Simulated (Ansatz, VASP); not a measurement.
One calculation of Hf, two programs

INCAR

```
ALGO     = Normal         # electronic algorithm
EDIFF    = 1E-7           # SCF threshold, eV
ENCUT    = 520            # plane-wave cutoff, eV
GGA      = RE             # functional
ISIF     = 2              # what is computed and relaxed
ISMEAR   = -1             # smearing method
LASPH    = True           # aspherical terms in the spheres
LCHARG   = False          # write CHGCAR
LREAL    = False          # projectors in reciprocal space
LWAVE    = False          # write WAVECAR
NBANDS   = 17             # bands
NELM     = 80             # most SCF steps
PREC     = Accurate       # precision mode
SIGMA    = 0.1            # smearing width, eV
```

Contents of KPOINTS:

```
k-points
0
Gamma
  9 9 9
```

The input POSCAR:

```
Hf
1.0
    0.0000000000      3.1749099229      3.1749099229
    3.1749099229      0.0000000000      3.1749099229
    3.1749099229      3.1749099229      0.0000000000
Hf
2
Direct
    0.1250000000      0.1250000000      0.1250000000
    0.8750000000      0.8750000000      0.8750000000
```

Input for Ansatz:

```yaml
crystal:
  lattice:
    - [0.0, 3.1749099229, 3.1749099229]
    - [3.1749099229, 0.0, 3.1749099229]
    - [3.1749099229, 3.1749099229, 0.0]
  atoms:
    - { symbol: Hf, position: [0.125, 0.125, 0.125] }
    - { symbol: Hf, position: [0.875, 0.875, 0.875] }
hamiltonian:
  xc: revpbe
  pseudopotentials:
    kind: paw
    azcp:
      Hf: "pseudopotentials/Hf.paw.azcp"
basis:
  ecutwfc: 420
  fft_grid_basis: typed
kpoints:
  mp_grid: { grid: [9, 9, 9], shift: [0, 0, 0] }
magnetization:
  spin_polarized: false
scf:
  occupations: { method: fermi_dirac, width: 0.1 }
  lower_state_search: "off"
output:
  stress: true
```

Alike in both runs: task single point; functional revPBE; k mesh 9 × 9 × 9; occupations fermi-dirac, width 0.1 eV; no spin polarisation.

|  | VASP | Ansatz |
| --- | --- | --- |
| version | VASP 6.6.1 | Ansatz 0.2.0 |
| potentials or method | VASP PAW PBE potentials, release 64 (Hf_pv) | plane waves (420 eV) with PAW, scalar-relativistic |
| plane-wave cutoff (eV) | 520 | 420 |
| valence electrons in the cell | 20 | 52 |

VASP gave:

* pressure (GPa): 3.8

Q: Estimate Ansatz's values.

A: Pressure (GPa): 4.1.

The two sets of potentials don't hold the same shells in valence.

Caveats: the PAW data sets were made with another functional, which shifts forces and pressure a little (VASP). Spin-orbit coupling is left out, which matters for the levels of Hf.
